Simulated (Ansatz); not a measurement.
# MgO: shifting one sublattice

Aim: for MgO, map the energy as every Mg atom is pushed off its site.

The COD cell was measured well above room temperature, so it is larger than a cold one.

Program: Ansatz 0.2.0. Level of theory: DFT r2SCAN, scalar-relativistic, plane waves, PAW. These are calculated values, not measurements.

## Step 1: The structure to begin with

The structure is cubic, space group Fm-3m (No. 225). Conventional cell: a = 4.270 Å, b = 4.270 Å, c = 4.270 Å, α = 90.00°, β = 90.00°, γ = 90.00°. Mg (site symmetry m-3m) is surrounded by 6 O at 2.14 Å. O (site symmetry m-3m) is surrounded by 6 Mg at 2.14 Å.

Structure file:

```
Mg O
1.0
     0.00000    2.13515    2.13515
     2.13515    0.00000    2.13515
     2.13515    2.13515    0.00000
Mg O
1 1
Direct
  0.00000 0.00000 0.00000
  0.50000 0.50000 0.50000
```

No relaxation comes first: the listed cell is the starting point.

## Step 2: The reference cell

The reference gives a free energy of -2498.3147 eV, pressure -7.07 GPa, largest force 0.000 eV/Å and gap on the mesh 5.22 eV. It was computed beforehand with the settings of the runs below.

## Step 3: Setting up shifting one sublattice

Every Mg atom is moved by x along the Cartesian unit vector (0.000, 1.000, 0.000); the cell and all other atoms stay fixed. Forces below are components along that vector, summed over the moved atoms.

## Step 4: At x = -0.500 Å

File input.yaml:

```yaml
crystal:
  lattice:
    - [0.0, 2.13515, 2.13515]
    - [2.13515, 0.0, 2.13515]
    - [2.13515, 2.13515, 0.0]
  atoms:
    - { symbol: Mg, position: [-0.1170877924, 0.1170877924, -0.1170877924] }
    - { symbol: O, position: [0.5, 0.5, 0.5] }
basis:
  ecutwfc: 500
kpoints:
  mp_grid: { grid: [10, 10, 10] }
hamiltonian:
  xc: r2scan
scf:
  occupations: { method: gaussian, width: 0.05 }
output:
  forces: true
  stress: true
  eigenvalues: true
  write_density: true
  write_potential: true
  elf: true
  volumetric_format: npy
```

Run with:

```bash
ansatz run input.yaml --threads 1 --pin off --max-ram 2560MiB --backend cpu --events-out ev --progress --plain --runs-dir out
```

## Step 5: x = 0.375 Å

input.yaml, as its differences from that of step 4:

```diff
@@ -6,3 +6,3 @@
   atoms:
-    - { symbol: Mg, position: [-0.1170877924, 0.1170877924, -0.1170877924] }
+    - { symbol: Mg, position: [0.0878158443, -0.0878158443, 0.0878158443] }
     - { symbol: O, position: [0.5, 0.5, 0.5] }
@@ -20,5 +20 @@
   eigenvalues: true
-  write_density: true
-  write_potential: true
-  elf: true
-  volumetric_format: npy
```

## Step 6: At x = -0.250 Å

input.yaml, as its differences from that of step 5:

```diff
@@ -6,3 +6,3 @@
   atoms:
-    - { symbol: Mg, position: [0.0878158443, -0.0878158443, 0.0878158443] }
+    - { symbol: Mg, position: [-0.0585438962, 0.0585438962, -0.0585438962] }
     - { symbol: O, position: [0.5, 0.5, 0.5] }
```

## Step 7: At x = 0.125 Å

input.yaml, as its differences from that of step 6:

```diff
@@ -6,3 +6,3 @@
   atoms:
-    - { symbol: Mg, position: [-0.0585438962, 0.0585438962, -0.0585438962] }
+    - { symbol: Mg, position: [0.0292719481, -0.0292719481, 0.0292719481] }
     - { symbol: O, position: [0.5, 0.5, 0.5] }
```

## Step 8: x = 0.438 Å

input.yaml, as its differences from that of step 7:

```diff
@@ -6,3 +6,3 @@
   atoms:
-    - { symbol: Mg, position: [0.0292719481, -0.0292719481, 0.0292719481] }
+    - { symbol: Mg, position: [0.1024518184, -0.1024518184, 0.1024518184] }
     - { symbol: O, position: [0.5, 0.5, 0.5] }
```

## Step 9: x = 0.312 Å

input.yaml, as its differences from that of step 8:

```diff
@@ -6,3 +6,3 @@
   atoms:
-    - { symbol: Mg, position: [0.1024518184, -0.1024518184, 0.1024518184] }
+    - { symbol: Mg, position: [0.0731798703, -0.0731798703, 0.0731798703] }
     - { symbol: O, position: [0.5, 0.5, 0.5] }
```

## Step 10: Point x = 0.188 Å

input.yaml, as its differences from that of step 9:

```diff
@@ -6,3 +6,3 @@
   atoms:
-    - { symbol: Mg, position: [0.0731798703, -0.0731798703, 0.0731798703] }
+    - { symbol: Mg, position: [0.0439079222, -0.0439079222, 0.0439079222] }
     - { symbol: O, position: [0.5, 0.5, 0.5] }
```

## Step 11: x = 0.062 Å

input.yaml, as its differences from that of step 10:

```diff
@@ -6,3 +6,3 @@
   atoms:
-    - { symbol: Mg, position: [0.0439079222, -0.0439079222, 0.0439079222] }
+    - { symbol: Mg, position: [0.0146359741, -0.0146359741, 0.0146359741] }
     - { symbol: O, position: [0.5, 0.5, 0.5] }
@@ -20 +20,5 @@
   eigenvalues: true
+  write_density: true
+  write_potential: true
+  elf: true
+  volumetric_format: npy
```

(Steps that only read results are left out.)

Before running it: what results should come out?

The runs gave:

| quantity | value |
| --- | --- |
| force constant along x, from the points at -0.250, 0 and 0.062 Å | 5.03 eV/Å² |

**Reading.** The restoring force grows by 5.03 eV/Å per Å near the site. The step of 0.25 Å is wide, so anharmonic terms mix in. No sampled point lies below the undisturbed cell. The gap on the mesh stays between 5.18 and 5.22 eV.
